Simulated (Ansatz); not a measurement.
# What a change of settings does to a run on Li$_{2}$S

The cell is COD entry 1010874, as deposited and not checked against the literature; nothing was relaxed.

First run: DFT, PBE, PAW with Ansatz's default frozen-core files, scalar-relativistic (Ansatz 0.2.0).

Command: `ansatz run input.yaml --threads 1 --pin off --max-ram 3072MiB --backend cpu --events-out ev --progress --plain --runs-dir out` The run took about 26 s on 1 thread of a shared machine.

```yaml
crystal:
  lattice:
    - [0.0, 2.854, 2.854]
    - [2.854, 0.0, 2.854]
    - [2.854, 2.854, 0.0]
  atoms:
    - { symbol: Li, position: [0.25, 0.25, 0.25] }
    - { symbol: Li, position: [0.75, 0.75, 0.75] }
    - { symbol: S, position: [0.0, 0.0, 0.0] }
kpoints:
  mp_grid: { grid: [7, 7, 7] }
  band_path:
    path:
      - [0.0, 0.0, 0.0]
      - [0.5, 0.0, 0.5]
      - [0.625, 0.25, 0.625]
      - [0.375, 0.375, 0.75]
      - [0.0, 0.0, 0.0]
      - [0.5, 0.5, 0.5]
      - [0.5, 0.25, 0.75]
      - [0.5, 0.0, 0.5]
    npoints: 14
scf:
  occupations: { method: fermi_dirac, width: 0.02 }
hamiltonian:
  xc: pbe
  pseudopotentials: { kind: paw }
output:
  forces: true
  stress: true
  eigenvalues: true
  efg: { contact_densities: true }
  populations: true
  bader: true
  dos: { projected: true, de: 0.2, e_range: [-14, 8] }
  write_density: true
  write_potential: true
  elf: true
  volumetric_format: npy
```

Result: converged; pressure -0.05 GPa; gap on the k mesh 3.54 eV (the mesh can miss the band edges); 6 SCF iterations.

The input is then changed:

```diff
@@ -9,5 +9,5 @@
     - { symbol: S, position: [0.0, 0.0, 0.0] }
 kpoints:
-  mp_grid: { grid: [7, 7, 7] }
+  mp_grid: { grid: [5, 5, 5] }
   band_path:
     path:
@@ -22,5 +22,5 @@
     npoints: 14
 scf:
-  occupations: { method: fermi_dirac, width: 0.02 }
+  occupations: { method: gaussian, width: 0.1 }
 hamiltonian:
   xc: pbe
@@ -32,9 +32,3 @@
   efg: { contact_densities: true }
   populations: true
-  bader: true
-  dos: { projected: true, de: 0.2, e_range: [-14, 8] }
-  write_density: true
-  write_potential: true
-  elf: true
-  volumetric_format: npy
```

(1) Predict the outcome of the changed run.

Answers

(1) It converged; energy at zero smearing +0.4 meV/atom from the first run; pressure -0.04 GPa; gap on the k mesh 3.68 eV (the mesh can miss the band edges); 6 SCF iterations. Some of these settings are too coarse for converged properties.
